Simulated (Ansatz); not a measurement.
PtS$_{2}$: a run of Ansatz with trial settings.

```yaml
crystal:
  lattice:
    - [3.5431994758, 0.0, 0.0]
    - [-1.7715997379, 3.0685007567, 0.0]
    - [0.0, 0.0, 5.0388]
  atoms:
    - { symbol: Pt, position: [0.0, 0.0, 0.0], spin: 4.0 }
    - { symbol: S, position: [0.3333333333, 0.6666666667, 0.25] }
    - { symbol: S, position: [0.6666666667, 0.3333333333, 0.75] }
basis:
  ecutwfc: "17 Ha"
  precision: f64
kpoints:
  mp_grid: { grid: [3, 3, 1] }
hamiltonian:
  xc: pbe
scf:
  occupations: { method: gaussian, width: 0.1 }
  lower_state_search: "off"
  mixing: { beta: 0.47, ndim: 2, preconditioner: local_kerker }
  max_iter: 86
output:
  forces: true
  stress: false
  eigenvalues: true
  populations: true
magnetization:
  spin_polarized: true
```

Command:

```bash
ansatz run input.yaml --threads 1 --pin off --max-ram 1331MiB --backend cpu --events-out ev --progress --plain --runs-dir out
```

From the log (HF is the Harris–Foulkes energy, dr2 the density residual in eV):

```text
Pseudopotential: Pt, paw, valence charge 18, recommended cutoff 420 eV (normal)
Pseudopotential: S, paw, valence charge 6, recommended cutoff 420 eV (normal)
Crystal: 3 atoms, lattice volume = 54.783 Å³
Basis set: ecut = 462.5935 eV, 1241 PW (Γ), exchange–correlation on 50×50×72 points (8 copies of the dense FFT grid, shifted against one another)
Bands: 21, of which v1, the nominal top of the filled ones, is band 15 counted from 1 (14 counted from 0)
Symmetry: 12 space group operations
Space group: P-3m1 (ITA 164), of the structure as read, at distance tolerance 3.8e-5 Å
k-points: 3 of 9
Initial density: superposition of atomic densities
Starting moments: Σ|m| = 4 μB on 1 of 3 sites
spin=Collinear: local-Kerker preconditioning applied to the charge; magnetization (m = ρ↑ − ρ↓) channel mixes plain (no charge-response kernel on spin).
SCF iter   1: HF=-14327.818879 eV  Δρ=1.61e-1 (↑1.61e-1 ↓9.27e-2) dr2=7.65e0  dr2_m=7.21e0  M=0.000 μB ∫|m|=0.795 μB
SCF iter   2: HF=-14327.677451 eV  Δρ=7.01e-2 (↑7.01e-2 ↓6.88e-2) dr2=1.62e-1  dr2_m=2.30e0  M=0.003 μB ∫|m|=0.515 μB
SCF iter   3: HF=-14328.106005 eV  Δρ=4.11e-2 (↑3.88e-2 ↓4.11e-2) dr2=4.67e-2  dr2_m=7.68e-1  M=0.000 μB ∫|m|=0.331 μB
SCF iter   4: HF=-14328.255258 eV  Δρ=2.29e-2 (↑2.28e-2 ↓2.29e-2) dr2=4.10e-3  dr2_m=2.60e-1  M=0.000 μB ∫|m|=0.212 μB
   ...
SCF iter  11: F=-14328.336944 eV  HF=-14328.336944 eV  Δρ=9.61e-6 (↑3.40e-6 ↓9.61e-6) dr2=7.81e-8  dr2_m=1.45e-8  M=-0.000 μB ∫|m|=0.000 μB
SCF iter  12: F=-14328.336944 eV  HF=-14328.336944 eV  Δρ=2.28e-6 (↑8.17e-7 ↓2.28e-6) dr2=4.87e-9  dr2_m=7.47e-10  M=-0.000 μB ∫|m|=0.000 μB
SCF iter  13: F=-14328.336944 eV  HF=-14328.336944 eV  Δρ=1.80e-7 (↑7.55e-8 ↓1.80e-7) dr2=3.50e-11  dr2_m=3.89e-12  M=-0.000 μB ∫|m|=0.000 μB
WARN: the starting moments were not kept: the SCF closed with an absolute magnetisation of 1.9e-6 μB, where they sum to 4 μB in size (1 site). That is at most 0.1 of that sum. Measured as dr2_m measures the in/out step, that magnetisation stands 7.6e-13 eV from none, at or under the dr2_threshold of 1.0e-7 eV: it is no larger than a step whose dr2_m would equal this threshold. The system may hold no moment …
SCF 1 converged in 13 iterations: F = -14328.336944 eV  dr2 = 3.50e-11
SCF converged after 13 iterations
Magnetization: -0.0000 μB (15.0000 up, 15.0000 down)
Absolute magnetization: 0.0000 μB (∫|ρ↑−ρ↓|, with the PAW one-centre terms)
Per-site moments (μB) at R_I (Å): [(6.8664e-7, 0.9909), (-3.8101e-7, 0.9909), (-3.8101e-7, 0.9909)]
Free energy (F): -14328.336944 eV
E sigma→0 (E₀):  -14328.336928 eV
Entropy (-TS):   -0.000033 eV (-0.011 meV/atom)
Fermi energy:    11.347782 eV
--- Forces (eV/Å), atoms counted from 1 ---
  atom   1  Pt    -0.00000000     0.00000000     0.00000000
  atom   2  S     -0.00000000    -0.00000000    -0.47212325
  atom   3  S     -0.00000000     0.00000000     0.47212325
```

Settings here are deliberately varied, not converged. The starting moments weren't kept.